Q: I have five calculations on cubic boron nitride, and two of the functionals give a clearly wider gap than the other three. What separates the two groups?

Plane-wave Kohn–Sham DFT with ABINIT 10.8.3 for cubic BN, in the same two-atom cell (edges 2.564 Å) in every row, without spin polarisation or spin–orbit coupling. All runs use a 13 × 13 × 13 k mesh and Fermi–Dirac occupations with a smearing width of 0.05 eV; the gaps are differences between Kohn–Sham levels on that mesh.

| functional | potentials | wave cutoff | gap on mesh (eV) | direct gap on mesh (eV) |
| --- | --- | --- | --- | --- |
| PBE | JTH-PAW-PBE-v2.0 | 707.496 eV | 4.517 | 8.758 |
| PBEsol | PseudoDojo-NC-SR-PBEsol-v0.4.1-standard | 1142.88 eV | 4.406 | 8.783 |
| r2SCAN | JTH-PAW-PBE-v2.0 | 843.553 eV | 5.025 | 9.460 |
| PW91 | JTH-PAW-PBE-v2.0 | 707.496 eV | 4.573 | 8.787 |
| SCAN | JTH-PAW-PBE-v2.0 | 816.342 eV | 5.006 | 9.424 |

A: PBE, PBEsol and PW91 are GGAs: they build the exchange-correlation energy from the electron density and its gradient. SCAN and r2SCAN are meta-GGAs, which also use the kinetic-energy density, a measure of how steeply the occupied orbitals vary at each point. The column "gap on mesh" is the distance from the highest filled to the lowest empty level anywhere on the k mesh. The "direct gap on mesh" compares levels at the same k point. What would you blame for the jump?

Q: The bonds. SCAN probably prefers a tighter crystal, and a shorter B–N bond pushes bonding and antibonding levels further apart.

A: That would be a fair suspicion if each functional had relaxed its own crystal. Here the atoms sit in the same places in every row, with B–N contacts of 1.57 Å, so no bond can have become shorter. The pressures show what each functional would do if it were free to. PBEsol pulls inwards hardest, at −5.7 GPa, yet it has the smallest gap, 4.41 eV. The jump has to come from how the electrons are treated.

Q: Then perhaps the meta-GGAs simply lift all the empty levels by half an electronvolt and leave the filled ones alone. That would make a GGA band structure easy to correct.

A: A rigid lift makes two predictions that we can test. Both gaps should open by the same amount, and the spacings among the filled levels should stay as they were. I would compare SCAN with PW91, because both runs list their individual levels and use the same PAW datasets, which were made for PBE. The indirect gap opens by 0.43 eV, but the direct gap opens by 0.64 eV. Against PBE, r2SCAN shows the same imbalance, with 0.51 and 0.70 eV.

Q: And the filled levels?

A: They move apart as well. At Γ, the centre of the Brillouin zone, the valence band of PW91 spans 20.10 eV from its lowest to its highest level, and that of SCAN spans 21.19 eV. PBEsol has 20.14 eV, although its potentials are of another type, so the two GGAs agree with each other far better than either does with SCAN. No lift of the empty levels can widen the filled band. The ladder of levels has been stretched below the gap as well as across it.

Q: Why should a functional stretch a ladder?

A: Follow the kinetic-energy density $\tau=\tfrac12\sum_i|\nabla\psi_i|^2$, in atomic units, where the sum runs over the occupied orbitals $\psi_i$. Let $v_\tau$ be the change of the exchange-correlation energy density when $\tau$ grows at fixed density. Varying the energy with respect to an orbital then gives a term that acts on the slope of that orbital, and it joins the ordinary kinetic energy:

$$-\tfrac12\nabla^2\psi\;\longrightarrow\;-\tfrac12\nabla\cdot\big[(1+v_\tau)\nabla\psi\big].$$

SCAN-type exchange rewards regions where a single orbital dominates, and there $\tau$ is low for the given density. Extra $\tau$ therefore mostly costs energy, and $v_\tau$ is mostly positive. Steep orbitals pay more than smooth ones.

Q: So the electrons behave as if they were lighter?

A: Yes, and a particle in a box shows what follows. Its level energies are proportional to $1/m$, so a smaller mass $m$ multiplies every spacing by the same factor. In the crystal, the filled levels are largely bonding and comparatively smooth between the atoms, while the empty levels are largely antibonding and have an extra node there. That part of space should push the empty levels up relative to the filled ones. Near the nuclei all these orbitals can be steep, so the net rise is an expectation, not something the node alone guarantees. The box has one mass everywhere, however, whereas $v_\tau$ changes from place to place in BN, so the factor need not be the same for every pair of levels.

Q: Can we find out how much of the gap such a stretch explains?

A: Take the factor from the filled levels alone, so that neither SCAN gap enters it. The valence band widens by 5.5 per cent from PW91 to SCAN. If the direct gap of PW91 stretched equally, it would open by

$$8.787\ \text{eV}\times0.0547\approx0.48\ \text{eV}.$$

The calculation gives 0.64 eV, so the stretch covers about three quarters of the opening. For the indirect gap it gives 0.25 of 0.43 eV, a little under three fifths.

Q: So neither picture is enough on its own. What does the stretch leave unexplained?

A: The rest is 0.18 eV in the indirect and 0.16 eV in the direct gap, which looks like a small rigid lift on top of the stretch. I would not take its size literally. If the factor comes instead from how far the top valence level falls on the way from Γ towards L, it is only 4.2 per cent, and the two remainders grow to about a quarter of an electronvolt. A uniform stretch is too simple in either case. The factor varies even within the filled bands: near L, the spacing of the two lowest levels grows by about a tenth, a factor that would overshoot both gap openings. The uneven $v_\tau$ may be behind this variety, but so may a change in the rest of the potential. The output below gives the first two versions.

Q: Does this prove that the kinetic term is the cause?

A: No. The levels show a stretch, and theory supplies a term that should produce one, but SCAN also changes the ordinary local part of the potential, and the density. The levels suggest that this matters. With the same cell and datasets, the two runs should share their zero of energy, and the lowest level at Γ lies 1.2 eV lower in SCAN than in PW91, whereas a positive $v_\tau$ alone would raise it. The sphere around boron holds 0.017 electrons fewer than in PW91, and the table cannot tell how much that shift moves the levels. Applying the PW91 potential to the SCAN density would isolate the effect of the density, but it would not split the kinetic term from the changed local potential. Three further doubts remain: the PAW datasets were made for PBE and so do not match SCAN, the SCAN run has a higher plane-wave cutoff, and both meta-GGA runs reset some very low density values. None of these effects on the gaps was tested.

Q: I need this material as an insulating barrier. May I take a GGA band structure and add half an electronvolt?

A: Starting from PBE, that would roughly reproduce the indirect gap of the meta-GGAs, but it would leave the direct gap about 0.2 eV below theirs and would not widen the valence band. It would not give you the real gap either, and the height of a barrier also depends on how the bands line up with those of the neighbouring material. The measured gap is, as a rough recalled figure, 6 eV or somewhat more, so SCAN still falls short by about 1 eV or more. Gaps that are too small are a familiar weakness of GGAs and, to a lesser degree, of meta-GGAs like SCAN; a hybrid functional or a GW calculation usually comes closer. A finer mesh cannot close that distance, because this mesh misses the X point, where the lowest empty level of cubic BN is known to lie, and including it can only lower the calculated gap. Nor can atomic vibrations, which are absent here and normally narrow the gap of such a crystal.

Q: So what should I look for when I compare a GGA with a meta-GGA again?

A: Look at the filled levels before you look at the gap. If they have spread too, a rigid lift of the empty levels cannot be the whole change, and you should not assume that one gap tells you how far another has opened. Here the wide direct gap gained more electronvolts than the narrower indirect one.

Printed output of the fit:

```
Gaps against PBE:
     row  indirect change in eV  direct change in eV  pressure in GPa
     PBE                      0                    0          -0.4357
  PBEsol                 -0.111                0.025           -5.722
  r2SCAN                  0.508                0.702            -2.64
    PW91                  0.056                0.029           -1.322
    SCAN                  0.489                0.666           -3.961
spread of the indirect gap among the three GGAs in eV: 0.167
step from the highest GGA to the lowest meta-GGA indirect gap in eV: 0.433
valence width at Gamma in PW91 in eV: 20.1
valence width at Gamma in PBEsol in eV: 20.14
valence width at Gamma in SCAN in eV: 21.19
widening of the valence band from PW91 to SCAN in eV: 1.099
widening of the valence band from PW91 to SCAN in percent: 5.469
growth of the fall of the top valence level towards L from PW91 to SCAN in percent: 4.249
indirect gap opening from PW91 to SCAN in eV: 0.433
direct gap opening from PW91 to SCAN in eV: 0.637
indirect gap opening from PW91 to SCAN in percent: 9.469
direct gap opening from PW91 to SCAN in percent: 7.249
rigid lift set by the indirect gap misses the SCAN direct gap by eV: -0.204
indirect opening predicted by the valence-width stretch in eV: 0.2501
direct opening predicted by the valence-width stretch in eV: 0.4806
indirect opening left over after the valence-width stretch in eV: 0.1829
direct opening left over after the valence-width stretch in eV: 0.1564
indirect opening left over after the top-level stretch in eV: 0.2387
direct opening left over after the top-level stretch in eV: 0.2636
change of charge in the N sphere from PW91 to SCAN in electrons: 0.0013
change of charge in the B sphere from PW91 to SCAN in electrons: -0.017
SCAN indirect gap below a rough recalled measured gap of 6 eV by eV: 0.994
```
